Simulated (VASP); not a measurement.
# WC (P-6m2) in VASP: settings compared

Aim: see how the results for WC move with the level of theory and the settings. Levels: PBE, LDA, PBEsol. Tasks: electric field gradients.

Everything below comes from runs of VASP 6.6.1. Logs are shortened: lines on timing, memory, paths and dates and some standing lists are left out, and cuts for length are marked.

## Step 1: Starting point

The structure is hexagonal, space group P-6m2 (No. 187). Conventional cell: a = 2.901 Å, b = 2.901 Å, c = 2.829 Å, α = 90.00°, β = 90.00°, γ = 120.00°. Around W (site symmetry -6m2) lie 6 C at 2.19 Å. Around C (site symmetry -6m2) lie 6 W at 2.19 Å.

## Step 2: Electric field gradients, PBE (volume scaled by 0.9405)

The input, INCAR:

```
  PREC = Accurate
  ENCUT = 520
  EDIFF = 1E-8
  ISMEAR = -1
  SIGMA = 0.05
  LREAL = False
  LASPH = True
  NELM = 60
  ALGO = Fast
  ISIF = 2
  LWAVE = False
  LCHARG = False
  GGA = PE
  LEFG = True
  NBANDS = 16
```

The input, KPOINTS:

```
regular mesh
0
Gamma
  14 14 13
```

The input, POSCAR:

```
WC
1.0
    2.8417946007      0.0000000000      0.0000000000
   -1.4208973004      2.4610663166      0.0000000000
    0.0000000000      0.0000000000      2.7717403707
W C
1 1
Direct
    0.0000000000      0.0000000000      0.0000000000
    0.6666666667      0.3333333333      0.5000000000
```

Potentials or basis: VASP PAW PBE potentials, release 64 (W_sv, C).

Run with:

```
cat potpaw_PBE.64/W_sv/POTCAR potpaw_PBE.64/C/POTCAR > POTCAR
mpirun -np 1 vasp_std > vasp.out
```

OUTCAR:

```text
PREC = Accurate
   ENCUT = 520
   EDIFF = 1E-8
   ISMEAR = -1
   LREAL = False
   LASPH = True
   NELM = 60
   ISIF = 2
   GGA = PE

 ion  position               nearest neighbor table
   1  0.000  0.000  0.000-   2 2.15   2 2.15   2 2.15   2 2.15   2 2.15   2 2.15
   2  0.667  0.333  0.500-   1 2.15   1 2.15   1 2.15   1 2.15   1 2.15   1 2.15

  LATTYP: Found a hexagonal cell.
 ALAT       =     2.8417946007
 C/A-ratio  =     0.9753485949

  Lattice vectors:

 A1 = (   2.8417946007,   0.0000000000,   0.0000000000)
 A2 = (  -1.4208973004,   2.4610663166,   0.0000000000)
 A3 = (   0.0000000000,   0.0000000000,   2.7717403707)

Analysis of symmetry for initial positions (statically):
=====================================================================
 Subroutine PRICEL returns:
 Original cell was already a primitive cell.

 Routine SETGRP: Setting up the symmetry group for a
 hexagonal supercell.

 Subroutine GETGRP returns: Found 12 space group operations
 (whereof 12 operations were pure point group operations)
 out of a pool of 24 trial point group operations.

The static configuration has the point symmetry D_3h.

Analysis of symmetry for dynamics (positions and initial velocities):
=====================================================================
 Subroutine PRICEL returns:
 Original cell was already a primitive cell.

 Routine SETGRP: Setting up the symmetry group for a
 hexagonal supercell.

 Subroutine GETGRP returns: Found 12 space group operations
 (whereof 12 operations were pure point group operations)
 out of a pool of 24 trial point group operations.

The dynamic configuration has the point symmetry D_3h.

 Subroutine INISYM returns: Found 12 space group operations
 (whereof 12 operations are pure point group operations),
 and found     1 'primitive' translations

----------------------------------------------------------------------------------------

                                     Primitive cell

  volume of cell :      19.3851

  direct lattice vectors                    reciprocal lattice vectors
     2.841794601  0.000000000  0.000000000     0.351890316  0.203163969  0.000000000
    -1.420897300  2.461066317  0.000000000     0.000000000  0.406327937  0.000000000
     0.000000000  0.000000000  2.771740371     0.000000000  0.000000000  0.360784152

  length of vectors
     2.841794601  2.841794601  2.771740371     0.406327937  0.406327937  0.360784152

  position of ions in fractional coordinates (direct lattice)
     0.000000000  0.000000000  0.000000000
     0.666666667  0.333333333  0.500000000

  ion indices of the primitive-cell ions
   primitive index   ion index
                 1           1
                 2           2

----------------------------------------------------------------------------------------

 KPOINTS: regular mesh

Automatic generation of k-mesh.
 Grid dimensions read from file:
 generate k-points for:   14   14   13

 Generating k-lattice:

  Cartesian coordinates                     Fractional coordinates (reciprocal lattice)
     0.025135023  0.014511712  0.000000000     0.071428571  0.000000000  0.000000000
     0.000000000  0.029023424  0.000000000     0.000000000  0.071428571  0.000000000
     0.000000000  0.000000000  0.027752627     0.000000000  0.000000000  0.076923077

  Length of vectors
     0.029023424  0.029023424  0.027752627

  Shift w.r.t. Gamma in fractional coordinates (k-lattice)
     0.000000000  0.000000000  0.000000000

 Subroutine IBZKPT returns following result:
 ===========================================

 Found    168 irreducible k-points:

 Following reciprocal coordinates:
            Coordinates               Weight
  0.000000  0.000000  0.000000      1.000000
  0.071429  0.000000  0.000000      6.000000
  0.142857  0.000000  0.000000      6.000000
  0.214286  0.000000  0.000000      6.000000
  0.285714  0.000000  0.000000      6.000000
  0.357143  0.000000  0.000000      6.000000
[... 16 lines left out ...]
  0.285714  0.285714  0.000000      6.000000
  0.357143  0.285714  0.000000      6.000000
 [... further k-points ...]
   k-points           NKPTS =    168   k-points in BZ     NKDIM =    168   number of bands    NBANDS=     16
   number of dos      NEDOS =    301   number of ions     NIONS =      2
   total plane-waves  NPLWV =  13824
   dimension x,y,z NGX =    24 NGY =   24 NGZ =   24
   dimension x,y,z NGXF=    48 NGYF=   48 NGZF=   48
   ions per type =               1   1
   NGX,Y,Z   is equivalent  to a cutoff of  14.04, 14.04, 14.39 a.u.
   NGXF,Y,Z  is equivalent  to a cutoff of  28.08, 28.08, 28.79 a.u.
 SYSTEM =  unknown system
   PREC   = accura    normal or accurate (medium, high low for compatibility)
   ISTART =      0    job   : 0-new  1-cont  2-samecut
   ICHARG =      2    charge: 1-file 2-atom 10-const
   ISPIN  =      1    spin polarized calculation?
   LNONCOLLINEAR =      F non collinear calculations
   LSORBIT =      F    spin-orbit coupling
   LASPH  =      T    aspherical Exc in radial PAW
   ENCUT  =  520.0 eV  38.22 Ry    6.18 a.u.   5.28  5.28  5.15*2*pi/ulx,y,z
   NELM   =     60;   NELMIN=  2; NELMDL= -5     # of ELM steps
   EDIFF  = 0.1E-07   stopping-criterion for ELM
   LREAL  =      F    real-space projection
   EDIFFG = 0.1E-06   stopping-criterion for IOM
   NSW    =      0    number of steps for IOM
   IBRION =     -1    ionic relax: 0-MD 1-quasi-New 2-CG
   NFREE  =      0    steps in history (QN), initial steepest desc. (CG)
   ISIF   =      2    stress and relaxation
   ISYM   =      2    0-nonsym 1-usesym 2-fastsym
   POTIM  = 0.5000    time-step for ionic-motion
   TEBEG  =    0.0;   TEEND  =   0.0 temperature during run
   PSTRESS=    0.0 pullay stress
   NELECT =      18.0000    total number of electrons
   NUPDOWN=      -1.0000    fix difference up-down
   EMIN   =  10.00;   EMAX   =-10.00  energy-range for DOS
   EFERMI =   0.00;   METHOD = LEGACY
   ISMEAR =    -1;   SIGMA  =   0.05  broadening in eV -4-tet -1-fermi 0-gaus
   EFERMI_NEDOS =   21; number of points for ismear=-14 and -15
   IALGO  =     68    algorithm
   IMIX   =      4    mixing-type and parameters
     AMIX     =   0.40;   BMIX     =  1.00
     AMIX_MAG =   1.60;   BMIX_MAG =  1.00
  volume/ion in A,a.u.               =       9.69        65.41
  Fermi-wavevector in a.u.,A,eV,Ry     =   1.597139  3.018156 34.706478  2.550854
  Thomas-Fermi vector in A             =   2.694792
   LORBIT       =      0    0 simple, 1 ext, 2 COOP (PROOUT), +10 PAW based schemes
   GGA     = PE    functional components
   LHFCALC =     F    Hartree Fock is set to
   AEXX    =    0.0000 exact exchange contribution
   IVDW    =     0    specifies the selected vdW correction
   LEPSILON=     F    determine dielectric tensor
   LRPA    =     F    only Hartree local field effects (RPA)
 non-spin polarized calculation
 RMM-DIIS sequential band-by-band and
  energy-cutoff  :      520.00
  volume of cell :       19.39
 maximum number of plane-waves:       534
 NGX is ok and might be reduce to    24

 number of electron      18.0000000 magnetization

 Free energy of the ion-electron system (eV)
  ---------------------------------------------------
  ext. energy  EPLUGINS =         0.00000000
  ---------------------------------------------------
  free energy    TOTEN  =       -22.25282584 eV

  energy without entropy =      -22.25004081  energy(sigma->0) =      -22.25143333

 E-fermi :  12.0979     XC(G=0): -14.1832

 val. band max:       12.0116876484   @ k =   0.0714   0.0714   0.3846
 cond. band min:      12.1060333106   @ k =   0.3571   0.2143   0.0000
 fundamental gap:      0.0943456622
 Fermi energy:        12.0979365616

 k-point     1 :       0.0000    0.0000    0.0000
  band No.  band energies     occupation
      1     -61.7783      2.00000
      2     -25.7544      2.00000
      3     -25.6291      2.00000
      4     -25.6291      2.00000
      5      -2.9001      2.00000
      6       7.3630      2.00000
[... 8 lines left out ...]
     15      27.1631      0.00000
     16      29.4481      0.00000
[... 419 lines left out ...]
 k-point    24 :       0.3571    0.2857    0.0000
  band No.  band energies     occupation
      1     -61.6887      2.00000
      2     -26.4363      2.00000
      3     -26.2642      2.00000
      4     -25.5923      2.00000
      5       1.5033      2.00000
      6       5.1010      2.00000
[... 8 lines left out ...]
     15      28.4859      0.00000
     16      29.3189      0.00000

 [... further k-points ...]

------------------------ aborting loop because EDIFF is reached ----------------------------------------

  FORCE on cell =-STRESS in cart. coord.  units (eV):
  Direction    XX          YY          ZZ          XY          YZ          ZX
  --------------------------------------------------------------------------------------
  -------------------------------------------------------------------------------------
  Total        4.5478408      4.5478408      5.2092299     -0.0000000     -0.0000000      0.0000000
  in kB      375.8783323    375.8783323    430.5420318     -0.0000000     -0.0000000      0.0000000
  external PRESSURE =     394.0995654 kB  Pullay stress =       0.0000000 kB

 VOLUME and BASIS-vectors are now :
 -----------------------------------------------------------------------------
  energy-cutoff  :      520.00
  volume of cell :       19.39
      direct lattice vectors                 reciprocal lattice vectors
     2.841794601  0.000000000  0.000000000     0.351890316  0.203163969  0.000000000
    -1.420897300  2.461066317  0.000000000     0.000000000  0.406327937  0.000000000
     0.000000000  0.000000000  2.771740371     0.000000000  0.000000000  0.360784152

 POSITION                                       TOTAL-FORCE (eV/Angst)
 -----------------------------------------------------------------------------------
      0.00000      0.00000      0.00000         0.000000      0.000000      0.000000
      1.42090      0.82036      1.38587         0.000000      0.000000      0.000000
 -----------------------------------------------------------------------------------
    total drift:                               -0.000000      0.000000      0.000000

  FREE ENERGIE OF THE ION-ELECTRON SYSTEM (eV)
  ---------------------------------------------------
  free  energy   TOTEN  =       -22.2528258444 eV

  energy  without entropy=      -22.2500408091  energy(sigma->0) =      -22.25143333

 Electric field gradients (V/A^2)
---------------------------------------------------------------------
 ion       V_xx      V_yy      V_zz      V_xy      V_xz      V_yz
---------------------------------------------------------------------
   1      82.864    82.864  -165.728    -0.000     0.000    -0.000
   2      -0.161    -0.160     0.321     0.000    -0.000     0.000
---------------------------------------------------------------------

 Electric field gradients after diagonalization (V/A^2)
 (convention: |V_zz| > |V_xx| > |V_yy|)
----------------------------------------------------------------------
 ion       V_xx      V_yy      V_zz     asymmetry (V_yy - V_xx)/ V_zz
----------------------------------------------------------------------
   1      82.864    82.864  -165.728       0.000
   2      -0.161    -0.160     0.321       0.001
----------------------------------------------------------------------

           NMR quadrupolar parameters

 Cq : quadrupolar parameter    Cq=e*Q*V_zz/h
 eta: asymmetry parameters     (V_yy - V_xx)/ V_zz
 Q  : nuclear electric quadrupole moment in mb (millibarn)
----------------------------------------------------------------------
 ion       Cq(MHz)       eta       Q (mb)
----------------------------------------------------------------------
   1      -0.401       0.000       1.000
   2       0.001       0.001       1.000
----------------------------------------------------------------------
```

It took 38 s on 1 thread of AMD EPYC 9R45 (Zen 5), shared host; peak memory 0.14 GiB.

What came out:

```
Free energy            : -22.2528 eV
Pressure               : 39.4 GPa
Band gap on the k mesh : none (metal or under the smearing width)
```

Stress tensor (GPa, compression positive):
```
37.59  0.00  0.00
 0.00 37.59  0.00
 0.00  0.00 43.05
```

Levels at points of the mesh, in eV from the Fermi level:
```
           k point  band 5  band 6  band 7  band 8  band 9  band 10  band 11  band 12  band 13  band 14
(0.00, 0.00, 0.00)  -15.00   -4.73   -3.65   -3.65    0.09     3.55     3.55     6.00     6.00     6.79
(0.50, 0.00, 0.00)  -11.44   -7.36   -3.94   -3.92   -0.52     2.55     4.94     5.34     7.27    10.21
```

Electric field gradients, principal values (V/Å²):
| atom | Vxx | Vyy | Vzz |
| --- | --- | --- | --- |
| 1 W | 82.864 | 82.864 | -165.728 |
| 2 C | -0.160 | -0.161 | 0.321 |

Caveat: so large a pressure means that the cell lies far from this level's equilibrium, or that cutoff or potentials fall short. The run has no spin-orbit coupling, so splittings on W are missing.

(Part 1 of 2 ends here.)
